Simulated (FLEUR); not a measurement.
# P under changes of volume

One of the cells (20.458 Å³/atom); the others are scaled copies at fixed shape and fractional positions:

```xyz
4
Lattice="1.6477 -5.4650 0.0000 1.6477 5.4650 0.0000 0.0000 0.0000 4.5436" Properties=species:S:1:pos:R:3 pbc="T T T"
P     1.6477   -4.4173    2.6754
P     1.6477    4.4173    1.8683
P     1.6477   -1.0477    0.4035
P     1.6477    1.0477    4.1401
```

| Quantity | Value |
| --- | --- |
| Program | FLEUR MaX-R8.1 (later development tree) |
| Functional | LDA (Moruzzi-Janak-Williams) |
| Potentials or basis | all-electron |
| Basis | FLAPW |
| Kmax | 5.24 1/bohr |
| k mesh | 8 × 8 × 6 |
| Occupations | fermi-dirac, width 0.05 eV |
| Spin | no spin polarisation |

| volume (Å³/atom) | energy over the lowest point (meV/atom) | gap on the mesh (eV) |
| --- | --- | --- |
| 19.230 | ? | ? |
| 19.639 | 0.00 | 0.07 |
| 20.458 | 1.63 | 0.03 |
| 21.276 | 17.94 | 0.04 |
| 21.685 | 30.67 | 0.08 |

What does the run at 19.230 Å³/atom give?

Energy over the lowest point 5.79 meV/atom; gap on the mesh 0.08 eV.

Worked out: A Birch-Murnaghan fit of order 2 (a polynomial in V^(-2/3)) to the other rows has its minimum at 19.96 Å³/atom with B0 = V·E''(V) = 79 GPa at fixed shape and positions, which overstates the stiffness. It gives 5.68 meV/atom at 19.230 Å³/atom, against the run's 5.79.

Energies are extrapolated to zero smearing.

A mesh can miss the band edges.
